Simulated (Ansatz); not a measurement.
## Ta2C (P-3m1): electronic heat capacity and spin susceptibility from the density of states

Method: DFT PBEsol, scalar-relativistic, plane waves, PAW (Ansatz).

Cutoff 420 eV; k points 18×18×8 on the computed 3-atom cell (Γ-centred); Gaussian smearing, width 0.10 eV; no spin polarisation.

Relaxed cell: P-3m1, a = 3.095 Å, b = 3.095 Å, c = 4.921 Å, α = 90.00°, β = 90.00°, γ = 120.00°, 3 atoms in the primitive cell.

The density of states at the Fermi level is 0.598 states/eV in the cell of 3 atoms (1 formula unit; both spins, tetrahedra on a 27×27×12 mesh).

**Question.** What Sommerfeld coefficient and Pauli susceptibility does this give?

**Answer.** Per formula unit N(E_F) = 0.598 states/eV. γ = (π²/3) k_B² N(E_F) N_A = 2.357 mJ/(mol K²) per state/eV, so γ = 1.4 mJ/(mol K²), a mole of formula units. χ_P = μ_B² N(E_F) N_A = 3.23×10⁻⁵ emu/mol per state/eV gives 1.9×10⁻⁵ emu/mol. This is the bare band result: a measured γ of the same phase is as a rule larger by a factor 1 + λ from phonons and spin fluctuations, the spin part of χ is larger by the Stoner factor, and a measured χ also holds orbital and core terms. N(E_F) at one energy is sensitive to the mesh where the density of states has sharp peaks.

Spin-orbit coupling is left out, which matters for the bands of heavy elements.